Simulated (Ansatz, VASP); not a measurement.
**One calculation of CdSe, two programs**

```
Cd Se
1.0
     4.33983    0.00000    0.00000
    -2.16992    3.75840    0.00000
     0.00000    0.00000    7.07840
Cd Se
2 2
Direct
  0.33333 0.66667 0.96282
  0.66667 0.33333 0.46282
  0.33333 0.66667 0.41318
  0.66667 0.33333 0.91318
```

Change from the starting cell: polar distortion scaled by 0.40.

Alike in both runs: task single point; functional r2SCAN; k mesh 9 × 9 × 6; no spin polarisation.

|  | VASP | Ansatz |
| --- | --- | --- |
| version | VASP 6.6.1 | Ansatz 0.2.0 |
| potentials or method | VASP PAW PBE potentials, release 64 (Cd, Se) | scalar-relativistic, plane waves, PAW |
| plane-wave cutoff (eV) | 520 | 600 |
| occupations | gaussian, width 0.01 eV | fixed |
| valence electrons in the cell | 36 | 72 |

|  | VASP | Ansatz | Ansatz less VASP |
| --- | --- | --- | --- |
| gap on the k mesh at the Fermi level (eV) | 1.36 | 1.36 | -0.002 |
| least direct gap on the mesh (eV) | 1.36 | 1.36 | -0.002 |
| pressure (GPa) | 2.8 | 2.5 | -0.31 |
| largest component of the traceless stress (GPa) | 5.14 | 4.92 | -0.216 |
| rms of the force components (eV/Å) | 0.356 | 0.347 | -0.0089 |

Atom by atom the forces differ by 0.009 eV/Å (rms over components). The two sets of potentials don't hold the same shells in valence.

Caveats: the PAW data sets were made with another functional, which shifts forces and pressure a little (VASP); an odd mesh through Γ misses points on the zone boundary, where band edges often lie.
